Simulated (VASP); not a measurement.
AgCl (zincblende): gaps by functional in VASP

```
Ag Cl
1.0
     0.00000    2.99325    2.99325
     2.99325    0.00000    2.99325
     2.99325    2.99325    0.00000
Ag Cl
1 1
Direct
  0.00000 0.00000 0.00000
  0.25000 0.25000 0.25000
```

All runs share this cell. Band v is the last that the valence electrons fill when counted band by band, and c is the next. A negative gap between them is a band overlap, as in a metal.

Q: Rank these levels of theory by the band gap that they give, smallest first.
A. r²SCAN
B. PBE
C. PBEsol
D. LDA
E. PBE with spin–orbit coupling

A: D (0.97 eV), C (1.10 eV), E (1.15 eV), B (1.25 eV), A (1.60 eV).
